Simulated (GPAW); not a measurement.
# CuCl4 (I-42m) in GPAW: single point with TB-mBJ

Aim: the single point of CuCl4 with TB-mBJ.

All numbers are computed with GPAW 26.7.0; they aren't measurements. Logs are shortened: lines on timing, memory, paths and dates and some standing lists are left out, and cuts for length are marked. The log counts tension as positive stress, the text compression.

### 1 The crystal as given

The structure is tetragonal, space group I-42m (No. 121). Conventional cell: a = 4.865 Å, b = 4.865 Å, c = 10.469 Å, α = 90.00°, β = 90.00°, γ = 90.00°. Cu (site symmetry -42m) has 4 Cl at 2.19 Å as nearest neighbours. Cl (site symmetry m) is surrounded by 1 Cu at 2.19 Å.

The cell comes from a database or a generator and needn't be the stable form of this composition.

### 2 Single point, TB-mBJ

run.py

```python
from ase import Atoms
from ase.dft.bandgap import bandgap
from ase.io import write
from gpaw import GPAW, PW

atoms = Atoms(['Cu', 'Cl', 'Cl', 'Cl', 'Cl'],
              cell=[[-2.432563, 2.432563, 5.234617],
                    [2.432563, -2.432563, 5.234617],
                    [2.432563, 2.432563, -5.234617]],
              scaled_positions=[[0.0, 0.0, 0.0],
                                [0.378818, 0.883173, 0.0],
                                [0.883173, 0.378818, 0.0],
                                [0.621182, 0.621182, 0.504355],
                                [0.116827, 0.116827, 0.495645]],
              pbc=True)

calc = GPAW(mode=PW(600),
            xc='TB09',
            kpts={'size': (6, 6, 6), 'gamma': True},
            occupations={'name': 'fermi-dirac', 'width': 0.05},
            nbands=35,
            convergence={'density': 1e-05, 'energy': 1e-05},
            eigensolver='cg',
            maxiter=150,
            txt='gpaw.txt')
atoms.calc = calc
energy = atoms.get_potential_energy()
calc.write('gs.gpw')
write('result.traj', atoms)
print('Fermi level:', round(calc.get_fermi_level(), 4), 'eV')
print(f'Gap: {bandgap(calc)[0]:.4f} eV, direct: {bandgap(calc, direct=True)[0]:.4f} eV')
```

Potentials or basis: GPAW PAW data sets for LDA (gpaw-data 1.2.1), pw.

The run is started by

```
$ OMP_NUM_THREADS=1 python run.py
```

gpaw.txt:

```text
___ ___ ___ _ _ _
 |   |   |_  | | | |
 | | | | | . | | | |
 |__ |  _|___|_____|  26.7.0
 |___|_|

Input parameters:
  convergence: {density: 1e-05,
                energy: 1e-05}
  eigensolver: cg
  kpts: {gamma: True,
         size: (6, 6, 6)}
  maxiter: 150
  mode: {ecut: 600.0,
         name: pw}
  nbands: 35
  occupations: {name: fermi-dirac,
                width: 0.05}
  xc: TB09

System changes: positions, numbers, cell, pbc, initial_charges, initial_magmoms

Initialize ...

species:
  Cu:
    name:    Copper
    Z:       29.0
    valence: 11
    core:    18
    charge:  0.0  # [|e|]
    compensation charges:
      type: gauss
      rc: 0.33  # [Å]
      lmax: 2
    cutoffs:
      filter: 2.06  # [Å]
      core: 2.43  # [Å]
    projectors
    | kind |    occ | energy [eV] | rcut [Å] |
    |------|--------|-------------|----------|
    |   4s |  1.000 |      -4.857 |    1.164 |
    |   4p |  0.000 |      -0.783 |    1.164 |
    |   3d | 10.000 |      -5.324 |    1.058 |
    |    s |        |      22.354 |    1.164 |
    |    p |        |      26.429 |    1.164 |
    |    d |        |      21.887 |    1.058 |

    Using partial waves for Cu as LCAO basis

  Cl:
    name:    Chlorine
    Z:       17.0
    valence: 7
    core:    10
    charge:  0.0  # [|e|]
    compensation charges:
      type: gauss
      rc: 0.25  # [Å]
      lmax: 2
    cutoffs:
      filter: 1.40  # [Å]
      core: 1.49  # [Å]
    projectors
    | kind |    occ | energy [eV] | rcut [Å] |
    |------|--------|-------------|----------|
    |   3s |  2.000 |     -20.688 |    0.794 |
    |   3p |  5.000 |      -8.701 |    0.794 |
    |    s |        |       6.523 |    0.794 |
    |    p |        |      18.511 |    0.794 |
    |    d |        |       0.000 |    0.794 |

    Using partial waves for Cl as LCAO basis

Reference energy: -95027.615581  # eV

Spin-paired calculation

Convergence criteria:
 Maximum [total energy] change in last 3 cyles: 1e-05 eV / valence electron
 Maximum integral of absolute [dens]ity change: 1e-05 electrons / valence electron
 Maximum integral of absolute [eigenst]ate change: 4e-08 eV^2 / valence electron
 Maximum number of scf [iter]ations: 150
 (Square brackets indicate name in SCF output, whereas a 'c' in
 the SCF output indicates the quantity has converged.)

Symmetries present (total): 8

  ( 1  0  0)  ( 1  0  0)  ( 0  1  0)  ( 0  1  0)  ( 0  0  1)  ( 0  0  1)
  ( 0  1  0)  ( 0  1  0)  ( 1  0  0)  ( 1  0  0)  (-1 -1 -1)  (-1 -1 -1)
  ( 0  0  1)  (-1 -1 -1)  ( 0  0  1)  (-1 -1 -1)  ( 1  0  0)  ( 0  1  0)

  (-1 -1 -1)  (-1 -1 -1)
  ( 0  0  1)  ( 0  0  1)
  ( 1  0  0)  ( 0  1  0)

216 k-points: 6 x 6 x 6 Monkhorst-Pack grid + [1/12,1/12,1/12]
30 k-points in the irreducible part of the Brillouin zone
       k-points in crystal coordinates                weights
   0:     0.00000000    0.00000000    0.00000000          1/216
   1:     0.16666667   -0.16666667    0.00000000          4/216
   2:     0.16666667   -0.16666667    0.16666667          4/216
   3:     0.16666667    0.00000000    0.00000000          8/216
   4:     0.16666667    0.16666667   -0.16666667          2/216
   5:     0.33333333   -0.33333333    0.00000000          4/216
   6:     0.33333333   -0.33333333    0.16666667          8/216
   7:     0.33333333   -0.33333333    0.33333333          4/216
   8:     0.33333333   -0.16666667    0.00000000         16/216
   9:     0.33333333   -0.16666667    0.16666667          8/216
          ...
  29:     0.50000000    0.50000000    0.50000000          1/216

Wave functions: Plane wave expansion
  Cutoff energy: 600.000 eV
  Number of coefficients (min, max): 4096, 4165
  Pulay-stress correction: 0.000000 eV/Ang^3 (de/decut=0.000000)
  Using FFTW library
  ScaLapack parameters: grid=1x1, blocksize=None
  Wavefunction extrapolation:
    Improved wavefunction reuse through dual PAW basis

Occupation numbers: Fermi-Dirac:
  width: 0.0500  # eV

Eigensolver
   CG(niter=4, rtol=3.0e-01)

Densities:
  Coarse grid: 36*36*36 grid
  Fine grid: 72*72*72 grid
  Total Charge: 0.000000

Density mixing:
  Method: separate
  Backend: msr1
  Linear mixing parameter: 0.05
  old densities: 10
  Width of damping distribution: 1.1
  Damping of long wavelength oscillations: 20

Hamiltonian:
  XC and Coulomb potentials evaluated on a 72*72*72 grid
  Using the TB09 Exchange-Correlation functional
  External potential:
    NoExternalPotential

XC parameters: TB09 with 2 nearest neighbor stencil

Number of atoms: 5
Number of atomic orbitals: 25
Number of bands in calculation: 35
Number of valence electrons: 39
Bands to converge: occupied

... initialized

Initializing position-dependent things.

Density initialized from atomic densities
Creating initial wave functions:
  25 bands from LCAO basis set
  10 bands from random numbers

         Cl
             Cl

               Cl

           Cu
               Cl

Atomic positions and initial magnetic moments

Positions:
   0 Cu     0.000000    0.000000    0.000000    ( 0.0000,  0.0000,  0.0000)
   1 Cl     1.226875   -1.226875    6.606040    ( 0.0000,  0.0000,  0.0000)
   2 Cl    -1.226875    1.226875    6.606040    ( 0.0000,  0.0000,  0.0000)
   3 Cl     1.226875    1.226875    3.863194    ( 0.0000,  0.0000,  0.0000)
   4 Cl     1.205688    1.205688   -1.371423    ( 0.0000,  0.0000,  0.0000)

Unit cell:
           periodic     x           y           z      points  spacing
  1. axis:    yes   -2.432563    2.432563    5.234617    36     0.1226
  2. axis:    yes    2.432563   -2.432563    5.234617    36     0.1226
  3. axis:    yes    2.432563    2.432563   -5.234617    36     0.0956

  Lengths:   6.263860   6.263860   6.263860
  Angles:  134.296398 134.296398  66.625426

Effective grid spacing dv^(1/3) = 0.1385

iter:   1  4649.384283
iter:   2  4663.670817   +1.56  -1.05
iter:   3  4664.481546   +0.65  -1.15
iter:   4  4665.197016   +0.13  -1.38
iter:   5  4667.726905   -0.81  -1.34
iter:   6  4671.329857   -0.87  -1.54
iter:   7  4674.024920   -1.44  -1.70
iter:   8  4676.067138   -1.84  -1.99
iter:   9  4675.145660   -1.89  -2.24
iter:  10  4675.576639   -2.23  -2.43
iter:  11  4675.840971   -2.46  -2.62
iter:  12  4675.674590   -2.66  -2.86
iter:  13  4675.934367   -3.43  -2.96
iter:  14  4675.898319   -3.49  -2.87
iter:  15  4675.856040   -3.83  -3.17
iter:  16  4675.795413   -4.11  -3.08
iter:  17  4675.779336   -4.02  -3.37
iter:  18  4675.734797   -4.59  -3.26
iter:  19  4675.679107   -4.21  -3.49
iter:  20  4675.655072   -4.85  -3.79
iter:  21  4675.626080   -5.44  -3.75
iter:  22  4675.616153   -5.41  -4.42
iter:  23  4675.628728   -5.83  -4.30
iter:  24  4675.622420   -6.45  -4.22
iter:  25  4675.625952   -6.86  -4.53
iter:  26  4675.623087   -7.24  -4.45
iter:  27  4675.624510   -7.46c -4.65
iter:  28  4675.626191   -6.77  -4.57
iter:  29  4675.625455   -7.46c -4.45
iter:  30  4675.623837   -7.90c -4.50
iter:  31  4675.622298   -7.69c -4.63
iter:  32  4675.619027   -7.79c -4.70
iter:  33  4675.617972   -7.32  -5.13c
iter:  34  4675.615980   -7.91c -5.12c
iter:  35  4675.616196   -7.78c -5.43c
iter:  36  4675.615806   -8.03c -5.68c
iter:  37  4675.616959   -8.24c -5.57c
iter:  38  4675.616265   -7.95c -5.49c
iter:  39  4675.616117   -8.10c -5.71c
iter:  40  4675.616399c  -8.40c -5.81c

Converged after 40 iterations.

Dipole moment: (0.000000, 0.000000, 0.000000) |e|*Ang

Energy contributions relative to reference atoms: (reference = -95027.615581)

Kinetic:        -44.877944
Potential:      +48.551400
External:        +0.000000
XC:            +4673.428772
Entropy (-ST):   -0.080502
Local:           -1.445578
SIC:             +0.000000
--------------------------
Free energy:   +4675.576148
Extrapolated:  +4675.616399

Showing only first 2 kpts
 Kpt  Band  Eigenvalues  Occupancy
  0    17     -0.05971    2.00000
  0    18      0.95983    0.06565
  0    19      1.19969    0.00056
  0    20      1.19969    0.00056

  1    17      0.10218    2.00000
  1    18      0.76699    1.23244
  1    19      0.87210    0.32800
  1    20      1.17520    0.00091

Fermi level: 0.79066

No gap
No difference between direct/indirect transitions
Writing to gs.gpw (mode='')
```

Wall time 7.6 min (1 thread of Arm Neoverse V2, shared host); peak memory 0.41 GiB.

Results:

```
Band gap on the k mesh : none (metal or under the smearing width)
```

Caveat: a model potential gives levels but no total energy; an odd number of electrons without spin polarisation forces a metal; a magnetic or distorted state may lie lower; the run has no spin polarisation, though such a crystal can be magnetic; semilocal functionals often make such compounds metallic where correlation or magnetic order opens a gap, which also shifts bond lengths.
